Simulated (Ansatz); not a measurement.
CaO:

```
CELL_PARAMETERS angstrom
0.00000 2.40356 2.40356
2.40356 0.00000 2.40356
2.40356 2.40356 0.00000
ATOMIC_POSITIONS crystal
Ca 0.00000 0.00000 0.00000
O 0.50000 0.50000 0.50000
```

The cell is a database's computed one.

| Item | Value |
| --- | --- |
| Program | Ansatz 0.2.0 |
| Task | relaxation of cell and atoms |
| Functional | HF |
| Potentials or basis | Ansatz PAW |
| Cutoff | 420 eV (not typed: the program's choice for these potentials) |
| k mesh | 5 × 5 × 5 |
| Occupations | fermi-dirac, width 0.05 eV |
| Spin | no spin polarisation |

At the start: volume 13.89 Å³/atom.

Problem. How do energy, volume and symmetry change on relaxing?

Solution. It ends after 7 steps and the volume is 14.33 Å³/atom (+3.2 %); space group Fm-3m (No. 225, to 0.05 Å).

The path:
| step | energy change (eV) | largest force (eV/Å) | volume (Å³) |
| --- | --- | --- | --- |
| 1 | 0.0000 | 0.0000 | 27.77 |
| 2 | -0.0087 | 0.0000 | 28.94 |
| 3 | -0.0100 | 0.0000 | 28.66 |
| 4 | -0.0100 | 0.0000 | 28.65 |
| 5 | -0.0107 | 0.0000 | 28.65 |
| 6 | -0.0107 | 0.0000 | 28.66 |
| 7 | -0.0107 | 0.0000 | 28.66 |

Final structure:
```
Ca O
1.0
     0.00000    2.42907    2.42907
     2.42907    0.00000    2.42907
     2.42907    2.42907    0.00000
Ca O
1 1
Cartesian
  0.0000 0.0000 0.0000
  2.4291 2.4291 2.4291
```

Caveat: the k mesh is coarse (spacing up to 0.45 Å⁻¹), so the values aren't converged, least of all with exact exchange; the plane-wave basis is chosen anew once the cell has moved, so the energies of steps on either side of that aren't comparable; the PAW data sets come from PBE, with cores solved anew for the run's functional, which leaves a small shift of forces and pressure.
